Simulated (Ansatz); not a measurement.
ZnSe: sound and stiffness along [100], [110] and [111]

Level of theory: Ansatz, DFT PBEsol, scalar-relativistic, plane waves, PAW. Plane waves to 420 eV; Γ-centred k mesh 8×8×8; fixed occupations. No spin polarisation.

Equilibrium structure at this level:
```yaml
crystal:
  lattice:
    - [0.00000, 2.81660, 2.81660]
    - [2.81660, 0.00000, 2.81660]
    - [2.81660, 2.81660, 0.00000]
  atoms:
    - { symbol: Zn, position: [0.00000, 0.00000, 0.00000] }
    - { symbol: Se, position: [0.25000, 0.25000, 0.25000] }
```

With ions relaxed, on the cubic axes: C11 = 89.2, C12 = 53.2, C44 = 39.7 GPa. The density is 5.364 g/cm³.

Q: Is the crystal stable against strain, and how anisotropic is it?

A: Born's conditions hold: C11 + 2C12 = 195.7, C11 − C12 = 36.0 and C44 = 39.7 GPa are all positive. B = (C11 + 2C12)/3 = 65.2 GPa. The two shear moduli are C44 and C′ = (C11 − C12)/2 = 18.0 GPa, so Zener's ratio is A = C44/C′ = 2.21: the tetragonal shear C′ is the soft one, as in many fcc and bcc metals and zincblende crystals. The Cauchy pressure C12 − C44 is 13.5 GPa; it would vanish for pair forces between atoms on inversion centres at zero pressure, and a positive value is usual with metallic or many-body binding, and where atoms off inversion centres relax under shear, which lowers C44.

Q: Give the sound speeds along the three symmetry directions.

A: The Christoffel equation gives ρv² for each branch:
| direction | branch | ρv² | GPa | v (m/s) |
| --- | --- | --- | --- | --- |
| [100] | L | C11 | 89.2 | 4079 |
| [100] | T (×2) | C44 | 39.7 | 2721 |
| [110] | L | (C11 + C12 + 2C44)/2 | 110.9 | 4548 |
| [110] | T, u ∥ [001] | C44 | 39.7 | 2721 |
| [110] | T, u ∥ [1-10] | (C11 − C12)/2 | 18.0 | 1832 |
| [111] | L | (C11 + 2C12 + 4C44)/3 | 118.2 | 4694 |
| [111] | T (×2) | (C11 − C12 + C44)/3 | 25.2 | 2170 |

In a piezoelectric crystal some branches stiffen further, which is left out.

Q: How does Young's modulus depend on direction?

A: Inverting gives S11 = 20.212, S12 = -7.551, S44 = 25.176 TPa⁻¹. Along a unit vector (l, m, n), 1/E = S11 − 2(S11 − S12 − S44/2)(l²m² + m²n² + n²l²), where the last bracket is 0, 1/4 and 1/3 for [100], [110] and [111]: E = 49, 79 and 99 GPa. With A > 1 the body diagonal is stiffest. For a film on (001), the biaxial modulus is C11 + C12 − 2C12²/C11 = 79 GPa and the normal strain is −2C12/C11 = -1.19 times the in-plane one.